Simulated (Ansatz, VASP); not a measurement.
Given: the input of a run of Ansatz 0.2.0 on W.

File input.yaml:

```yaml
crystal:
  lattice:
    - [0.0, 2.03, 2.03]
    - [2.03, 0.0, 2.03]
    - [2.03, 2.03, 0.0]
  atoms:
    - { symbol: W, position: [0.0, 0.0, 0.0] }
hamiltonian:
  xc: pbesol
  pseudopotentials: { kind: paw }
kpoints:
  mp_grid: { grid: [11, 11, 11] }
scf:
  occupations: { method: fermi_dirac, width: 0.05 }
output:
  forces: true
  stress: true
  eigenvalues: true
relax:
  f_tol: 0.01
  max_steps: 40
  cell: { stress_tol: 0.05 }
```

Potentials or basis: Ansatz PAW.

Launch:

```console
$ ansatz run input.yaml --threads 2 --pin off --max-ram 5632MiB --backend cpu --events-out ev --progress --plain --runs-dir out
```

Translate it to VASP 6.6.1. Potentials there: VASP PAW PBE potentials, release 64 (W_sv).

As run (the cutoff follows the program's own potentials):

The input INCAR:

```
SYSTEM = W
  ALGO = Normal
  EDIFF = 1E-7
  EDIFFG = -0.01
  ENCUT = 600
  GGA = PS
  IBRION = 2
  ISIF = 3
  ISMEAR = -1
  LASPH = .True.
  LCHARG = .False.
  LREAL = .False.
  LWAVE = .False.
  NELM = 100
  NSW = 60
  PREC = Accurate
  SIGMA = 0.05
```

File KPOINTS:

```
k-points
0
Gamma
  11 11 11
  0 0 0
```

POSCAR

```
W
1.0
    0.0000000000      2.0300000000      2.0300000000
    2.0300000000      0.0000000000      2.0300000000
    2.0300000000      2.0300000000      0.0000000000
W
1
Direct
    0.0000000000      0.0000000000      0.0000000000
```

Potentials or basis: VASP PAW PBE potentials, release 64 (W_sv).

The run is started by

```bash
$ cat potpaw_PBE.64/W_sv/POTCAR > POTCAR
$ mpirun -np 1 vasp_std > vasp.out
```

Both were run:

|  | VASP | Ansatz | Ansatz less VASP |
| --- | --- | --- | --- |
| gap on the k mesh at the Fermi level, each at its own relaxed structure (eV) | none | none | - |
| relaxed volume (Å³/atom) | 16.03 | 16.00 | -0.032 |
| relaxed cell length with the largest relative difference (Å) | 2.830 | 2.828 | -0.0019 |
| energy change over the relaxation (meV/atom) | -28 | -30 | -2.4 |

A gap of «none» marks a metal or a gap that the smearing closes.

Caveats: the PAW data sets were made with another functional, which shifts forces and pressure a little (VASP); the plane-wave basis is chosen anew once the cell has moved, so the energies of steps on either side of that aren't comparable (Ansatz); the PAW data sets come from PBE, with cores solved anew for the run's functional, which leaves a small shift of forces and pressure (Ansatz). Spin-orbit coupling is left out, which matters for the levels of W.
